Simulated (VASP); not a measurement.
# C (P6_3/mmc) in VASP: notebook

Runs on C. Level: PBE+D3(BJ). Tasks: single point.

All numbers are computed with VASP 6.6.1; they aren't measurements. Logs are shortened: lines on timing, memory, paths and dates and some standing lists are left out, and cuts for length are marked.

**1. The crystal as given**

The structure is hexagonal, space group P6_3/mmc (No. 194). The conventional cell has a = 2.456 Å, b = 2.456 Å, c = 6.696 Å, α = 90.00°, β = 90.00°, γ = 120.00°. C (site symmetry -6m2) is surrounded by 3 C at 1.42 Å. Around C (site symmetry -6m2) lie 3 C at 1.42 Å.

**2. Single point, PBE+D3(BJ)**

INCAR reads:

```
SYSTEM = C
  ALGO = Fast
  EDIFF = 1E-7
  ENCUT = 400
  GGA = PE
  ISIF = 2
  ISMEAR = 0
  IVDW = 12
  LASPH = .TRUE.
  LCHARG = .FALSE.
  LREAL = .FALSE.
  LWAVE = .FALSE.
  NELM = 80
  PREC = Accurate
  SIGMA = 0.02
```

KPOINTS reads:

```
k-points
0
G
  12 12 4
  0 0 0
```

POSCAR reads:

```
C
1.0
    2.4560000000      0.0000000000      0.0000000000
   -1.2280000000      2.1269583900      0.0000000000
    0.0000000000      0.0000000000      6.6960000000
C
4
Direct
    0.0000000000      0.0000000000      0.7500000000
    0.0000000000      0.0000000000      0.2500000000
    0.3333333300      0.6666666700      0.7500000000
    0.6666666700      0.3333333300      0.2500000000
```

Potentials or basis: VASP PAW PBE potentials, release 64 (C).

The run is started by

```sh
cat potpaw_PBE.64/C/POTCAR > POTCAR
mpirun -np 1 vasp_std > vasp.out
```

OUTCAR:

```text
SYSTEM = C
   EDIFF = 1E-7
   ENCUT = 400
   GGA = PE
   ISIF = 2
   ISMEAR = 0
   IVDW = 12
   LASPH = .TRUE.
   LREAL = .FALSE.
   NELM = 80
   PREC = Accurate
 IVDW          = 12

 ion  position               nearest neighbor table
   1  0.000  0.000  0.750-   3 1.42   3 1.42   3 1.42
   2  0.000  0.000  0.250-   4 1.42   4 1.42   4 1.42
   3  0.333  0.667  0.750-   1 1.42   1 1.42   1 1.42
   4  0.667  0.333  0.250-   2 1.42   2 1.42   2 1.42

  LATTYP: Found a hexagonal cell.
 ALAT       =     2.4560000000
 C/A-ratio  =     2.7263843648

  Lattice vectors:

 A1 = (   2.4560000000,   0.0000000000,   0.0000000000)
 A2 = (  -1.2280000000,   2.1269583900,   0.0000000000)
 A3 = (   0.0000000000,   0.0000000000,   6.6960000000)

Analysis of symmetry for initial positions (statically):
=====================================================================
 Subroutine PRICEL returns:
 Original cell was already a primitive cell.

 Routine SETGRP: Setting up the symmetry group for a
 hexagonal supercell.

 Subroutine GETGRP returns: Found 24 space group operations
 (whereof 12 operations were pure point group operations)
 out of a pool of 24 trial point group operations.

The static configuration has the point symmetry D_3d.
 The point group associated with its full space group is D_6h.

Analysis of symmetry for dynamics (positions and initial velocities):
=====================================================================
 Subroutine PRICEL returns:
 Original cell was already a primitive cell.

 Routine SETGRP: Setting up the symmetry group for a
 hexagonal supercell.

 Subroutine GETGRP returns: Found 24 space group operations
 (whereof 12 operations were pure point group operations)
 out of a pool of 24 trial point group operations.

The dynamic configuration has the point symmetry D_3d.
 The point group associated with its full space group is D_6h.

 Subroutine INISYM returns: Found 24 space group operations
 (whereof 12 operations are pure point group operations),
 and found     1 'primitive' translations

----------------------------------------------------------------------------------------

                                     Primitive cell

  volume of cell :      34.9786

  direct lattice vectors                    reciprocal lattice vectors
     2.456000000  0.000000000  0.000000000     0.407166124  0.235077471  0.000000000
    -1.228000000  2.126958390  0.000000000     0.000000000  0.470154943  0.000000000
     0.000000000  0.000000000  6.696000000     0.000000000  0.000000000  0.149342891

  length of vectors
     2.456000000  2.455999999  6.696000000     0.470154942  0.470154943  0.149342891

  position of ions in fractional coordinates (direct lattice)
     0.000000000  0.000000000  0.750000000
     0.000000000  0.000000000  0.250000000
     0.333333330  0.666666670  0.750000000
     0.666666670  0.333333330  0.250000000

  ion indices of the primitive-cell ions
   primitive index   ion index
                 1           1
                 2           2
                 3           3
                 4           4

----------------------------------------------------------------------------------------

 KPOINTS: k-points

Automatic generation of k-mesh.
 Grid dimensions read from file:
 generate k-points for:   12   12    4

 Generating k-lattice:

  Cartesian coordinates                     Fractional coordinates (reciprocal lattice)
     0.033930510  0.019589789  0.000000000     0.083333333  0.000000000  0.000000000
     0.000000000  0.039179579  0.000000000     0.000000000  0.083333333  0.000000000
     0.000000000  0.000000000  0.037335723     0.000000000  0.000000000  0.250000000

  Length of vectors
     0.039179579  0.039179579  0.037335723

  Shift w.r.t. Gamma in fractional coordinates (k-lattice)
     0.000000000  0.000000000  0.000000000

 Subroutine IBZKPT returns following result:
 ===========================================

 Found     57 irreducible k-points:

 Following reciprocal coordinates:
            Coordinates               Weight
  0.000000  0.000000  0.000000      1.000000
  0.083333  0.000000  0.000000      6.000000
  0.166667 -0.000000  0.000000      6.000000
  0.250000  0.000000  0.000000      6.000000
  0.333333 -0.000000  0.000000      6.000000
  0.416667 -0.000000  0.000000      6.000000
[... 16 lines left out ...]
  0.250000  0.000000  0.250000     12.000000
  0.333333 -0.000000  0.250000     12.000000
 [... further k-points ...]
   k-points           NKPTS =     57   k-points in BZ     NKDIM =     57   number of bands    NBANDS=     12
   number of dos      NEDOS =    301   number of ions     NIONS =      4
   total plane-waves  NPLWV =  12288
   dimension x,y,z NGX =    16 NGY =   16 NGZ =   48
   dimension x,y,z NGXF=    32 NGYF=   32 NGZF=   96
   ions per type =               4
   NGX,Y,Z   is equivalent  to a cutoff of  10.83, 10.83, 11.92 a.u.
   NGXF,Y,Z  is equivalent  to a cutoff of  21.66, 21.66, 23.83 a.u.
 SYSTEM =  C
   PREC   = accura    normal or accurate (medium, high low for compatibility)
   ISTART =      0    job   : 0-new  1-cont  2-samecut
   ICHARG =      2    charge: 1-file 2-atom 10-const
   ISPIN  =      1    spin polarized calculation?
   LNONCOLLINEAR =      F non collinear calculations
   LSORBIT =      F    spin-orbit coupling
   LASPH  =      T    aspherical Exc in radial PAW
   ENCUT  =  400.0 eV  29.40 Ry    5.42 a.u.   4.01  4.01 10.92*2*pi/ulx,y,z
   NELM   =     80;   NELMIN=  2; NELMDL= -5     # of ELM steps
   EDIFF  = 0.1E-06   stopping-criterion for ELM
   LREAL  =      F    real-space projection
   EDIFFG = 0.1E-05   stopping-criterion for IOM
   NSW    =      0    number of steps for IOM
   IBRION =     -1    ionic relax: 0-MD 1-quasi-New 2-CG
   NFREE  =      0    steps in history (QN), initial steepest desc. (CG)
   ISIF   =      2    stress and relaxation
   ISYM   =      2    0-nonsym 1-usesym 2-fastsym
   POTIM  = 0.5000    time-step for ionic-motion
   TEBEG  =    0.0;   TEEND  =   0.0 temperature during run
   PSTRESS=    0.0 pullay stress
   NELECT =      16.0000    total number of electrons
   NUPDOWN=      -1.0000    fix difference up-down
   EMIN   =  10.00;   EMAX   =-10.00  energy-range for DOS
   EFERMI =   0.00;   METHOD = LEGACY
   ISMEAR =     0;   SIGMA  =   0.02  broadening in eV -4-tet -1-fermi 0-gaus
   EFERMI_NEDOS =   21; number of points for ismear=-14 and -15
   IALGO  =     68    algorithm
   IMIX   =      4    mixing-type and parameters
     AMIX     =   0.40;   BMIX     =  1.00
     AMIX_MAG =   1.60;   BMIX_MAG =  1.00
  volume/ion in A,a.u.               =       8.74        59.01
  Fermi-wavevector in a.u.,A,eV,Ry     =   1.261384  2.383670 21.648079  1.591089
  Thomas-Fermi vector in A             =   2.394846
   LORBIT       =      0    0 simple, 1 ext, 2 COOP (PROOUT), +10 PAW based schemes
   GGA     = PE    functional components
   LHFCALC =     F    Hartree Fock is set to
   AEXX    =    0.0000 exact exchange contribution
   IVDW    =    12    specifies the selected vdW correction
   LEPSILON=     F    determine dielectric tensor
   LRPA    =     F    only Hartree local field effects (RPA)
 non-spin polarized calculation
 RMM-DIIS sequential band-by-band and
 Gauss-broadening in eV      SIGMA  =   0.02
  energy-cutoff  :      400.00
  volume of cell :       34.98
 maximum number of plane-waves:       648
   NGX =  9   NGY =  9   NGZ = 21

 number of electron      16.0000000 magnetization

 Free energy of the ion-electron system (eV)
  ---------------------------------------------------
  ext. energy  EPLUGINS =         0.00000000
  ---------------------------------------------------
  free energy    TOTEN  =       -36.86206372 eV

  energy without entropy =      -36.86174646  energy(sigma->0) =      -36.86190509

 E-fermi :   4.7587     XC(G=0): -10.3614

 val. band max:        4.7564162385   @ k =   0.3333   0.3333   0.5000
 cond. band min:       4.7596549898   @ k =   0.3333   0.3333   0.2500
 fundamental gap:      0.0032387513
 Fermi energy:         4.7587260886

 k-point     1 :       0.0000    0.0000    0.0000
  band No.  band energies     occupation
      1     -14.9856      2.00000
      2     -14.6825      2.00000
      3      -3.8336      2.00000
      4      -1.8519      2.00000
      5       1.7473      2.00000
      6       1.7473      2.00000
      7       1.7658      2.00000
      8       1.7658      2.00000
      9       9.0215      0.00000
     10      13.1859      0.00000
     11      13.2144      0.00000
     12      13.2358      0.00000

 k-point     2 :       0.0833    0.0000    0.0000
  band No.  band energies     occupation
      1     -14.8188      2.00000
      2     -14.5188      2.00000
      3      -3.6307      2.00000
      4      -1.6619      2.00000
      5       1.0856      2.00000
      6       1.1203      2.00000
      7       1.4010      2.00000
      8       1.4286      2.00000
      9       9.2227      0.00000
     10      13.2285      0.00000
     11      13.3191      0.00000
     12      13.8971      0.00000

 k-point     3 :       0.1667   -0.0000    0.0000
  band No.  band energies     occupation
      1     -14.3202      2.00000
      2     -14.0293      2.00000
      3      -3.0258      2.00000
      4      -1.0990      2.00000
      5      -0.5805      2.00000
      6      -0.5154      2.00000
      7       0.5922      2.00000
      8       0.6316      2.00000
      9       9.8283      0.00000
     10      13.1306      0.00000
     11      13.3168      0.00000
     12      14.0656      0.00000

 k-point     4 :       0.2500    0.0000    0.0000
  band No.  band energies     occupation
      1     -13.4958      2.00000
      2     -13.2198      2.00000
      3      -2.7119      2.00000
      4      -2.6129      2.00000
      5      -2.0352      2.00000
      6      -0.3023      2.00000
      7      -0.2550      2.00000
      8      -0.1874      2.00000
      9      10.8320      0.00000
     10      11.7962      0.00000
     11      12.4440      0.00000
     12      12.8149      0.00000

 k-point     5 :       0.3333   -0.0000    0.0000
  band No.  band energies     occupation
      1     -12.3578      2.00000
      2     -12.1021      2.00000
      3      -4.9494      2.00000
      4      -4.8149      2.00000
      5      -1.0453      2.00000
      6      -0.9946      2.00000
      7      -0.6960      2.00000
      8       1.0055      2.00000
      9       9.3217      0.00000
     10      10.2320      0.00000
     11      12.4078      0.00000
     12      12.7610      0.00000
[... 228 lines left out ...]
      1     -14.7773      2.00000
      2     -14.5653      2.00000
      3      -3.3849      2.00000
      4      -2.0066      2.00000
      5       1.0901      2.00000
      6       1.1139      2.00000
      7       1.4042      2.00000
      8       1.4245      2.00000
      9       9.9665      0.00000
     10      13.2291      0.00000
     11      13.3048      0.00000
     12      13.9024      0.00000

 k-point    22 :       0.1667   -0.0000    0.2500
  band No.  band energies     occupation
      1     -14.2799      2.00000
      2     -14.0743      2.00000
      3      -2.7842      2.00000
      4      -1.4352      2.00000
      5      -0.5707      2.00000
      6      -0.5247      2.00000
      7       0.5980      2.00000
      8       0.6272      2.00000
      9      10.5514      0.00000
     10      13.1336      0.00000
     11      13.2885      0.00000
     12      14.1286      0.00000

 k-point    23 :       0.2500    0.0000    0.2500
  band No.  band energies     occupation
      1     -13.4574      2.00000
      2     -13.2624      2.00000
      3      -2.6982      2.00000
      4      -2.6278      2.00000
      5      -1.8018      2.00000
      6      -0.5079      2.00000
      7      -0.2953      2.00000
      8      -0.2605      2.00000
      9      11.5853      0.00000
     10      12.3050      0.00000
     11      12.8141      0.00000
     12      13.0465      0.00000

 k-point    24 :       0.3333   -0.0000    0.2500
  band No.  band energies     occupation
      1     -12.3220      2.00000
      2     -12.1414      2.00000
      3      -4.9303      2.00000
      4      -4.8351      2.00000
      5      -1.0381      2.00000
      6      -1.0005      2.00000
      7      -0.4793      2.00000
      8       0.7159      2.00000
      9       9.4234      0.00000
     10      10.0751      0.00000
     11      12.4386      0.00000
     12      12.6035      0.00000

 [... further k-points ...]

------------------------ aborting loop because EDIFF is reached ----------------------------------------

 Edisp (eV)   -0.62732

 E8    (eV) :    -0.1778

  FORCE on cell =-STRESS in cart. coord.  units (eV):
  Direction    XX          YY          ZZ          XY          YZ          ZX
  --------------------------------------------------------------------------------------
  -------------------------------------------------------------------------------------
  Total       0.78358     0.78358    -0.52765     0.00000    -0.00000     0.00000
  in kB      35.89144    35.89144   -24.16850     0.00000    -0.00000     0.00000
  external pressure =       15.87 kB  Pullay stress =        0.00 kB

 VOLUME and BASIS-vectors are now :
 -----------------------------------------------------------------------------
  energy-cutoff  :      400.00
  volume of cell :       34.98
      direct lattice vectors                 reciprocal lattice vectors
     2.456000000  0.000000000  0.000000000     0.407166124  0.235077471  0.000000000
    -1.228000000  2.126958390  0.000000000     0.000000000  0.470154943  0.000000000
     0.000000000  0.000000000  6.696000000     0.000000000  0.000000000  0.149342891

 POSITION                                       TOTAL-FORCE (eV/Angst)
 -----------------------------------------------------------------------------------
      0.00000      0.00000      5.02200        -0.000000      0.000000     -0.000000
      0.00000      0.00000      1.67400         0.000000      0.000000     -0.000000
     -0.00000      1.41797      5.02200        -0.000000      0.000000     -0.000000
      1.22800      0.70899      1.67400         0.000000      0.000000      0.000000
 -----------------------------------------------------------------------------------
    total drift:                                0.000000     -0.000000      0.000000

  FREE ENERGIE OF THE ION-ELECTRON SYSTEM (eV)
  ---------------------------------------------------
  free  energy   TOTEN  =       -37.4893873876 eV

  energy  without entropy=      -37.4890701240  energy(sigma->0) =      -37.48922876
```

Run time: 9.5 s. Hardware: 1 thread of Intel Xeon 6975P-C (Granite Rapids), shared host; peak memory 0.14 GiB.

What came out:

- Free energy: -37.4894 eV
- Band gap on the k mesh: none (metal or under the smearing width)
- Dispersion energy per atom: -0.157 eV

Levels at points of the mesh, in eV from the Fermi level:
| k point | band 5 | band 6 | band 7 | band 8 | band 9 | band 10 | band 11 | band 12 |
| --- | --- | --- | --- | --- | --- | --- | --- | --- |
| (0.00, 0.00, 0.00) | -3.01 | -3.01 | -2.99 | -2.99 | 4.26 | 8.43 | 8.46 | 8.48 |
| (0.50, 0.00, 0.00) | -6.45 | -6.39 | -2.79 | -2.10 | 1.52 | 2.21 | 7.32 | 7.72 |
| (0.00, 0.00, 0.50) | -3.00 | -3.00 | -3.00 | -3.00 | 8.45 | 8.45 | 8.45 | 8.45 |
| (0.50, 0.00, 0.50) | -6.42 | -6.42 | -2.37 | -2.37 | 1.67 | 1.67 | 7.51 | 7.51 |

Caveat: the cutoff is under 1.25 times the usual one of these potentials, so pressure, stress and relaxed cells hold a basis-set (Pulay) error.

(Continued in part 2 of 2.)
